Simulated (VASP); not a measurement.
# SrO in VASP: one cell, several levels of theory

Aim: gap, levels, forces and stress of SrO built on the rocksalt prototype, under -1.0 % biaxial strain in the (111) plane, free along [111] at fixed geometry. Runs: PBE, r2SCAN. The results are then set beside those of Ansatz 0.2.0 for the same cell.

The runs shown are made with VASP 6.6.1. PAW datasets, plane waves. Spin-unpolarised throughout; all numbers are computed.

## (1) Starting point

The cell comes from an earlier relaxation with r2SCAN in another program, then strained, with the atoms relaxed again.

The symmetry is R-3m (No. 166, trigonal); a = 3.612 Å, c = 8.995 Å in the conventional setting, 16.94 Å³ an atom. Near Sr stand 6 O at 2.57 Å; near O stand 6 Sr at 2.57 Å.

Coordinates:

Space group R-3m:H (No. 166). a = 3.612 Å, b = 3.612 Å, c = 8.995 Å, α = 90.00°, β = 90.00°, γ = 120.00°
| atom | site | symmetry | x | y | z |
| --- | --- | --- | --- | --- | --- |
| Sr | 3a | -3m | 0.0000 | 0.0000 | 0.0000 |
| O | 3b | -3m | 0.6667 | 0.3333 | 0.8333 |

## (2) PBE

The input, INCAR:

```
ENCUT = 520.000000
SIGMA = 0.020000
EDIFF = 1.00e-07
GGA = PE
PREC = Accurate
IBRION = -1
ISIF = 2
ISMEAR = -1
NBANDS = 15
NELM = 120
NSW = 0
LASPH = .TRUE.
LCHARG = .FALSE.
LWAVE = .FALSE.
LREAL = .FALSE.
```

The input, KPOINTS:

```
KPOINTS created by Atomic Simulation Environment
0
Gamma
8 8 8
0 0 0
```

The input, KPOINTS_OPT:

```
special points
6
Reciprocal
0.0000000000 0.0000000000 0.0000000000 1
0.5000000000 0.0000000000 0.5000000000 1
0.6250000000 0.2500000000 0.6250000000 1
0.3750000000 0.3750000000 0.7500000000 1
0.5000000000 0.5000000000 0.5000000000 1
0.5000000000 0.2500000000 0.7500000000 1
```

The input, POSCAR:

```
Sr O
 1.0000000000000000
     0.0284220199000000    2.5825154230999998    2.5825154230999998
     2.5825154230999998    0.0284220199000000    2.5825154230999998
     2.5825154230999998    2.5825154230999998    0.0284220199000000
 Sr  O
   1   1
Cartesian
  0.0000000000000000  0.0000000000000000  0.0000000000000000
  2.5967264330499997  2.5967264330499997  2.5967264330499997
```

The run uses the recommended PBE PAW datasets (16 valence electrons a neutral cell).

OSZICAR:

```text
N       E                     dE             d eps       ncg     rms          rms(c)
DAV:   1     0.690128099834E+02    0.69013E+02   -0.85006E+03  1950   0.105E+03
DAV:   2    -0.111606739871E+02   -0.80173E+02   -0.73665E+02  2706   0.221E+02
DAV:   3    -0.141823244774E+02   -0.30217E+01   -0.30068E+01  2578   0.387E+01
DAV:   4    -0.142390872440E+02   -0.56763E-01   -0.56757E-01  2400   0.515E+00
DAV:   5    -0.142404854013E+02   -0.13982E-02   -0.13981E-02  2431   0.632E-01    0.166E+01
DAV:   6    -0.121833509847E+02    0.20571E+01   -0.66443E+00  1992   0.195E+01    0.195E+01
DAV:   7    -0.120455855047E+02    0.13777E+00   -0.29248E-01  2314   0.482E+00    0.113E+01
DAV:   8    -0.120347405724E+02    0.10845E-01   -0.11786E-01  2531   0.342E+00    0.445E-01
DAV:   9    -0.120361471147E+02   -0.14065E-02   -0.56839E-03  2478   0.478E-01    0.232E-01
DAV:  10    -0.120366085337E+02   -0.46142E-03   -0.44316E-04  2104   0.196E-01    0.839E-02
DAV:  11    -0.120367488110E+02   -0.14028E-03   -0.13755E-04  2104   0.868E-02    0.269E-02
DAV:  12    -0.120367667669E+02   -0.17956E-04   -0.27252E-05  2097   0.383E-02    0.212E-02
DAV:  13    -0.120367668753E+02   -0.10843E-06   -0.13985E-06  2202   0.104E-02    0.327E-03
DAV:  14    -0.120367667666E+02    0.10867E-06   -0.12209E-07  2551   0.263E-03    0.230E-03
DAV:  15    -0.120367667626E+02    0.39768E-08   -0.77118E-09  1108   0.826E-04
   1 F= -.12036767E+02 E0= -.12036767E+02  d E =-.568678E-11
       N       E                     dE             ncg
DAV:   1     0.453388122083E+03   -0.36020E+04      180
DAV:   2     0.335451790822E+02   -0.41984E+03      257
DAV:   3     0.171609314454E+02   -0.16384E+02      253
DAV:   4     0.168967054284E+02   -0.26423E+00      201
DAV:   5     0.168876370100E+02   -0.90684E-02      229
DAV:   6     0.168873123903E+02   -0.32462E-03      201
DAV:   7     0.168873001565E+02   -0.12234E-04      229
DAV:   8     0.168872996908E+02   -0.46574E-06      163
DAV:   9     0.168872996763E+02   -0.14445E-07      167
```

The lines after F= are the extra pass for the points of KPOINTS_OPT, at fixed density; their E is not a total energy.

Parts of OUTCAR:

```text
k-points           NKPTS =     65   k-points in BZ     NKDIM =     65   number of bands    NBANDS=     15

   NELECT =      16.0000    total number of electrons

   dimension x,y,z NGX =    28 NGY =   28 NGZ =   28
   dimension x,y,z NGXF=    56 NGYF=   56 NGZF=   56

  energy-cutoff  :      520.00
  volume of cell :       33.88
      direct lattice vectors                 reciprocal lattice vectors
     0.028422020  2.582515423  2.582515423    -0.196835531  0.194692828  0.194692828
     2.582515423  0.028422020  2.582515423     0.194692828 -0.196835531  0.194692828
     2.582515423  2.582515423  0.028422020     0.194692828  0.194692828 -0.196835531

 k-points in reciprocal lattice and weights: KPOINTS created by Atomic Simulation Env
   0.00000000  0.00000000  0.00000000       0.002
   0.12500000  0.00000000 -0.00000000       0.012
   0.25000000  0.00000000 -0.00000000       0.012
   0.37500000  0.00000000  0.00000000       0.012
   0.50000000  0.00000000 -0.00000000       0.006
   0.12500000  0.12500000  0.00000000       0.012
   0.25000000  0.12500000  0.00000000       0.023
   0.37500000  0.12500000  0.00000000       0.023
[... 57 more k-points ...]

 E-fermi :   2.1012

 k-point     1 :       0.0000    0.0000    0.0000
  band No.  band energies     occupation
      1     -30.7008      2.00000
      2     -13.4149      2.00000
      3     -12.3411      2.00000
      4     -12.3317      2.00000
      5     -12.3317      2.00000
      6       1.6561      2.00000
      7       1.6923      2.00000
      8       1.6923      2.00000
      9       5.6826      0.00000
     10       7.7648      0.00000
     11       7.9621      0.00000
     12       7.9621      0.00000
     13      10.0741      0.00000
     14      10.0741      0.00000
     15      14.4089      0.00000

 k-point     2 :       0.1250    0.0000   -0.0000
  band No.  band energies     occupation
      1     -30.6802      2.00000
      2     -13.7810      2.00000
      3     -12.3515      2.00000
      4     -12.3458      2.00000
      5     -12.0180      2.00000
      6       1.2338      2.00000
      7       1.4558      2.00000
      8       1.4957      2.00000
      9       6.3847      0.00000
     10       7.7720      0.00000
     11       8.0998      0.00000
     12       8.2764      0.00000
     13      10.4825      0.00000
     14      10.4832      0.00000
     15      15.4290      0.00000

 k-point     3 :       0.2500    0.0000   -0.0000
  band No.  band energies     occupation
      1     -30.6300      2.00000
      2     -14.3547      2.00000
      3     -12.3793      2.00000
      4     -12.3788      2.00000
      5     -11.5684      2.00000
      6       0.4042      2.00000
      7       1.0149      2.00000
      8       1.0714      2.00000
      9       7.6966      0.00000
     10       7.9290      0.00000
     11       8.9369      0.00000
     12       9.1307      0.00000
     13      11.5018      0.00000
     14      11.5037      0.00000
     15      17.4518      0.00000

 k-point     4 :       0.3750    0.0000    0.0000
  band No.  band energies     occupation
      1     -30.5791      2.00000
      2     -14.7843      2.00000
      3     -12.4122      2.00000
      4     -12.4055      2.00000
      5     -11.2633      2.00000
      6      -0.2533      2.00000
      7       0.6298      2.00000
      8       0.6999      2.00000
      9       8.0153      0.00000
     10       9.4624      0.00000
     11       9.9678      0.00000
     12      10.1722      0.00000
     13      12.7613      0.00000
     14      12.7791      0.00000
     15      17.2664      0.00000

 k-point     5 :       0.5000    0.0000   -0.0000
  band No.  band energies     occupation
      1     -30.5577      2.00000
      2     -14.9411      2.00000
      3     -12.4257      2.00000
      4     -12.4164      2.00000
      5     -11.1580      2.00000
      6      -0.4970      2.00000
      7       0.4828      2.00000
      8       0.5580      2.00000
      9       8.2517      0.00000
     10      10.1715      0.00000
     11      10.4693      0.00000
     12      10.6752      0.00000
     13      13.6123      0.00000
     14      13.6438      0.00000
     15      16.5631      0.00000

 k-point     6 :       0.1250    0.1250    0.0000
  band No.  band energies     occupation
      1     -30.6740      2.00000
      2     -13.8174      2.00000
      3     -12.3942      2.00000
      4     -12.3859      2.00000
      5     -11.9429      2.00000
      6       0.9170      2.00000
      7       1.5977      2.00000
      8       1.6231      2.00000
      9       6.4445      0.00000
     10       7.2134      0.00000
     11       8.4950      0.00000
     12       8.6156      0.00000
     13      10.2872      0.00000
     14      10.8930      0.00000
     15      15.7058      0.00000

 k-point     7 :       0.2500    0.1250    0.0000
  band No.  band energies     occupation
      1     -30.6343      2.00000
      2     -14.1929      2.00000
      3     -12.4457      2.00000
      4     -12.4199      2.00000
      5     -11.6842      2.00000
      6       0.4210      2.00000
      7       1.2986      2.00000
      8       1.3787      2.00000
      9       6.9401      0.00000
     10       7.4733      0.00000
     11       9.2583      0.00000
     12       9.3756      0.00000
     13      10.8901      0.00000
     14      11.7429      0.00000
     15      17.4290      0.00000

 k-point     8 :       0.3750    0.1250    0.0000
  band No.  band energies     occupation
      1     -30.5838      2.00000
      2     -14.5897      2.00000
      3     -12.4758      2.00000
      4     -12.4673      2.00000
      5     -11.4539      2.00000
      6       0.0373      2.00000
      7       0.8168      2.00000
      8       0.9826      2.00000
      9       7.3311      0.00000
     10       8.7423      0.00000
     11      10.1650      0.00000
     12      10.3505      0.00000
     13      12.1323      0.00000
     14      12.6869      0.00000
     15      17.4682      0.00000

[... the tables of k-points 9 to 65 left out ...]

  Total        0.7783379      0.7783379      0.7783379     -0.1303054     -0.1303054     -0.1303054
  in kB       36.8085738     36.8085738     36.8085738     -6.1623066     -6.1623066     -6.1623066
  external PRESSURE =      36.8085738 kB  Pullay stress =       0.0000000 kB

 POSITION                                       TOTAL-FORCE (eV/Angst)
 -----------------------------------------------------------------------------------
      0.00000      0.00000      0.00000         0.000000      0.000000      0.000000
      2.59673      2.59673      2.59673        -0.000000     -0.000000     -0.000000
 -----------------------------------------------------------------------------------
    total drift:                                0.000000      0.000000      0.000000

  FREE ENERGIE OF THE ION-ELECTRON SYSTEM (eV)
  ---------------------------------------------------
  free  energy   TOTEN  =       -12.0367667626 eV

  energy  without entropy=      -12.0367667626  energy(sigma->0) =      -12.03676676
```

The levels at the points of KPOINTS_OPT are read from vasprun.xml.

Levels at the named points, in eV from the top of band v (v: the last filled band by count, c: the next):

| point | v−1 | v | c | c+1 |
| --- | --- | --- | --- | --- |
| Γ | 0.00 | 0.00 | 3.99 | 6.07 |
| X | -0.11 | -0.09 | 3.25 | 7.81 |
| U | -0.57 | -0.49 | 4.74 | 7.95 |
| K | -0.57 | -0.49 | 4.74 | 7.95 |
| L | -1.11 | -1.11 | 6.51 | 8.45 |
| W | -0.46 | -0.44 | 5.99 | 6.04 |

The PBE gap is 3.25 eV and indirect (Γ to X), with 3.33 eV as the least direct one. Pressure: 3.68 GPa; the forces vanish within 0.01 eV/Å.

## (3) r2SCAN at this geometry

The input, INCAR:

```
ENCUT = 520.000000
SIGMA = 0.010000
EDIFF = 1.00e-07
ALGO = Normal
METAGGA = R2SCAN
PREC = Accurate
IBRION = -1
ISIF = 2
ISMEAR = 0
NBANDS = 15
NELM = 120
NSW = 0
LASPH = .TRUE.
LCHARG = .FALSE.
LWAVE = .FALSE.
LREAL = .FALSE.
```

KPOINTS is that of step 2.

KPOINTS_OPT is that of step 2.

POSCAR is that of step 2.

OSZICAR:

```text
N       E                     dE             d eps       ncg     rms          rms(c)
DAV:   1     0.509619439871E+02    0.50962E+02   -0.86706E+03  1950   0.107E+03
DAV:   2    -0.314146633960E+02   -0.82377E+02   -0.75575E+02  2719   0.228E+02
DAV:   3    -0.346604314634E+02   -0.32458E+01   -0.32248E+01  2606   0.406E+01
DAV:   4    -0.347195388743E+02   -0.59107E-01   -0.59098E-01  2234   0.543E+00
DAV:   5    -0.347209357024E+02   -0.13968E-02   -0.13968E-02  2448   0.679E-01    0.162E+01
DAV:   6    -0.269106577839E+02    0.78103E+01   -0.45027E+00  2741   0.170E+01    0.152E+01
DAV:   7    -0.270343276476E+02   -0.12367E+00   -0.18467E-01  1964   0.387E+00    0.864E+00
DAV:   8    -0.270530359225E+02   -0.18708E-01   -0.89114E-02  1999   0.314E+00    0.831E-01
DAV:   9    -0.270494730759E+02    0.35628E-02   -0.17220E-02  2461   0.124E+00    0.247E-01
DAV:  10    -0.270495316532E+02   -0.58577E-04   -0.16312E-03  2097   0.406E-01    0.126E-01
DAV:  11    -0.270497160735E+02   -0.18442E-03   -0.31005E-04  1992   0.174E-01    0.733E-02
DAV:  12    -0.270497145577E+02    0.15158E-05   -0.29380E-05  2510   0.452E-02    0.188E-02
DAV:  13    -0.270497121895E+02    0.23682E-05   -0.69354E-06  2468   0.259E-02    0.125E-02
DAV:  14    -0.270497119877E+02    0.20180E-06   -0.66244E-07  2313   0.745E-03    0.371E-03
DAV:  15    -0.270497118277E+02    0.16006E-06   -0.59285E-08  1103   0.223E-03    0.222E-03
DAV:  16    -0.270497117856E+02    0.42096E-07   -0.23413E-08  1066   0.135E-03
   1 F= -.27049712E+02 E0= -.27049712E+02  d E =-.163640-154
       N       E                     dE             ncg
DAV:   1     0.400452779122E+03   -0.36550E+04      180
DAV:   2    -0.375529606308E+02   -0.43801E+03      257
DAV:   3    -0.542873596500E+02   -0.16734E+02      253
DAV:   4    -0.545599348270E+02   -0.27258E+00      201
DAV:   5    -0.545693919064E+02   -0.94571E-02      229
DAV:   6    -0.545697346046E+02   -0.34270E-03      201
DAV:   7    -0.545697477484E+02   -0.13144E-04      222
DAV:   8    -0.545697482568E+02   -0.50839E-06      170
DAV:   9    -0.545697482736E+02   -0.16817E-07      174
```

OUTCAR, selected sections:

```text
k-points           NKPTS =     65   k-points in BZ     NKDIM =     65   number of bands    NBANDS=     15

   NELECT =      16.0000    total number of electrons

   dimension x,y,z NGX =    28 NGY =   28 NGZ =   28
   dimension x,y,z NGXF=    56 NGYF=   56 NGZF=   56

  energy-cutoff  :      520.00
  volume of cell :       33.88
      direct lattice vectors                 reciprocal lattice vectors
     0.028422020  2.582515423  2.582515423    -0.196835531  0.194692828  0.194692828
     2.582515423  0.028422020  2.582515423     0.194692828 -0.196835531  0.194692828
     2.582515423  2.582515423  0.028422020     0.194692828  0.194692828 -0.196835531

 k-points in reciprocal lattice and weights: KPOINTS created by Atomic Simulation Env
   0.00000000  0.00000000  0.00000000       0.002
   0.12500000  0.00000000 -0.00000000       0.012
   0.25000000  0.00000000 -0.00000000       0.012
   0.37500000  0.00000000  0.00000000       0.012
   0.50000000  0.00000000 -0.00000000       0.006
   0.12500000  0.12500000  0.00000000       0.012
   0.25000000  0.12500000  0.00000000       0.023
   0.37500000  0.12500000  0.00000000       0.023
[... 57 more k-points ...]

 E-fermi :   1.5565

 k-point     1 :       0.0000    0.0000    0.0000
  band No.  band energies     occupation
      1     -32.1048      2.00000
      2     -14.6740      2.00000
      3     -13.1288      2.00000
      4     -13.1219      2.00000
      5     -13.1219      2.00000
      6       1.3342      2.00000
      7       1.3706      2.00000
      8       1.3706      2.00000
      9       6.0382      0.00000
     10       8.0086      0.00000
     11       8.2086      0.00000
     12       8.2086      0.00000
     13      10.4736      0.00000
     14      10.4736      0.00000
     15      14.6759      0.00000

 k-point     2 :       0.1250    0.0000   -0.0000
  band No.  band energies     occupation
      1     -32.0840      2.00000
      2     -14.9629      2.00000
      3     -13.1387      2.00000
      4     -13.1352      2.00000
      5     -12.8855      2.00000
      6       0.9385      2.00000
      7       1.1375      2.00000
      8       1.1774      2.00000
      9       6.7270      0.00000
     10       8.0048      0.00000
     11       8.3503      0.00000
     12       8.5295      0.00000
     13      10.8885      0.00000
     14      10.8890      0.00000
     15      15.7237      0.00000

 k-point     3 :       0.2500    0.0000   -0.0000
  band No.  band energies     occupation
      1     -32.0333      2.00000
      2     -15.4790      2.00000
      3     -13.1669      2.00000
      4     -13.1642      2.00000
      5     -12.4945      2.00000
      6       0.1292      2.00000
      7       0.7007      2.00000
      8       0.7570      2.00000
      9       7.9229      0.00000
     10       8.2702      0.00000
     11       9.2069      0.00000
     12       9.4030      0.00000
     13      11.9281      0.00000
     14      11.9300      0.00000
     15      17.8039      0.00000

 k-point     4 :       0.3750    0.0000    0.0000
  band No.  band energies     occupation
      1     -31.9818      2.00000
      2     -15.8854      2.00000
      3     -13.1980      2.00000
      4     -13.1891      2.00000
      5     -12.2138      2.00000
      6      -0.5233      2.00000
      7       0.3163      2.00000
      8       0.3862      2.00000
      9       8.2407      0.00000
     10       9.8024      0.00000
     11      10.2657      0.00000
     12      10.4730      0.00000
     13      13.2086      0.00000
     14      13.2253      0.00000
     15      17.8262      0.00000

 k-point     5 :       0.5000    0.0000   -0.0000
  band No.  band energies     occupation
      1     -31.9602      2.00000
      2     -16.0359      2.00000
      3     -13.2108      2.00000
      4     -13.1993      2.00000
      5     -12.1154      2.00000
      6      -0.7663      2.00000
      7       0.1689      2.00000
      8       0.2439      2.00000
      9       8.4900      0.00000
     10      10.4741      0.00000
     11      10.7836      0.00000
     12      10.9944      0.00000
     13      14.0594      0.00000
     14      14.0879      0.00000
     15      17.2612      0.00000

 k-point     6 :       0.1250    0.1250    0.0000
  band No.  band energies     occupation
      1     -32.0777      2.00000
      2     -14.9957      2.00000
      3     -13.1817      2.00000
      4     -13.1751      2.00000
      5     -12.8135      2.00000
      6       0.6195      2.00000
      7       1.2778      2.00000
      8       1.3033      2.00000
      9       6.7934      0.00000
     10       7.4348      0.00000
     11       8.7540      0.00000
     12       8.8766      0.00000
     13      10.6905      0.00000
     14      11.3071      0.00000
     15      16.0059      0.00000

 k-point     7 :       0.2500    0.1250    0.0000
  band No.  band energies     occupation
      1     -32.0377      2.00000
      2     -15.3293      2.00000
      3     -13.2319      2.00000
      4     -13.2078      2.00000
      5     -12.5972      2.00000
      6       0.1295      2.00000
      7       0.9873      2.00000
      8       1.0623      2.00000
      9       7.1470      0.00000
     10       7.8264      0.00000
     11       9.5361      0.00000
     12       9.6551      0.00000
     13      11.3022      0.00000
     14      12.1780      0.00000
     15      17.7668      0.00000

 k-point     8 :       0.3750    0.1250    0.0000
  band No.  band energies     occupation
      1     -31.9867      2.00000
      2     -15.6978      2.00000
      3     -13.2609      2.00000
      4     -13.2512      2.00000
      5     -12.3973      2.00000
      6      -0.2447      2.00000
      7       0.5067      2.00000
      8       0.6686      2.00000
      9       7.5359      0.00000
     10       9.0769      0.00000
     11      10.4833      0.00000
     12      10.6635      0.00000
     13      12.5580      0.00000
     14      13.1340      0.00000
     15      18.0344      0.00000

[... the tables of k-points 9 to 65 left out ...]

  Total        0.3932260      0.3932260      0.3932260     -0.1331138     -0.1331138     -0.1331138
  in kB       18.5961531     18.5961531     18.5961531     -6.2951205     -6.2951205     -6.2951205
  external PRESSURE =      18.5961531 kB  Pullay stress =       0.0000000 kB

 POSITION                                       TOTAL-FORCE (eV/Angst)
 -----------------------------------------------------------------------------------
      0.00000      0.00000      0.00000         0.000000     -0.000000      0.000000
      2.59673      2.59673      2.59673        -0.000000      0.000000     -0.000000
 -----------------------------------------------------------------------------------
    total drift:                                0.000000      0.000000      0.000000

  FREE ENERGIE OF THE ION-ELECTRON SYSTEM (eV)
  ---------------------------------------------------
  free  energy   TOTEN  =       -27.0497117856 eV

  energy  without entropy=      -27.0497117856  energy(sigma->0) =      -27.04971179
```

The levels at the points of KPOINTS_OPT are read from vasprun.xml.

Near the gap, in eV above the top of the last filled band v; c is the band after it:

| point | v−1 | v | c | c+1 |
| --- | --- | --- | --- | --- |
| Γ | 0.00 | 0.00 | 4.67 | 6.64 |
| X | -0.11 | -0.08 | 3.73 | 8.53 |
| U | -0.56 | -0.48 | 5.24 | 8.55 |
| K | -0.56 | -0.48 | 5.24 | 8.55 |
| L | -1.10 | -1.10 | 7.07 | 9.07 |
| W | -0.45 | -0.43 | 6.53 | 6.58 |

r2SCAN gives an indirect gap of 3.73 eV, from Γ to X; the least direct gap is 3.81 eV. The pressure is 1.86 GPa; the forces vanish within 0.01 eV/Å.

## (4) What came out

```
 level  gap (eV)  pressure (GPa)  Ansatz: gap (eV)  Ansatz: pressure (GPa)
   PBE      3.25            3.68              3.30                    3.09
r2SCAN      3.73            1.86              3.78                    1.30
```

In words: The gap spans 3.25 eV (PBE) to 3.73 eV (r2SCAN). The pressure is highest with PBE (3.7 GPa) and lowest with r2SCAN (1.9 GPa), which orders the cells that they would relax to. The two programs agree on the gap within 0.06 eV, far less than the spread between functionals. Datasets and cutoffs are each program's own.
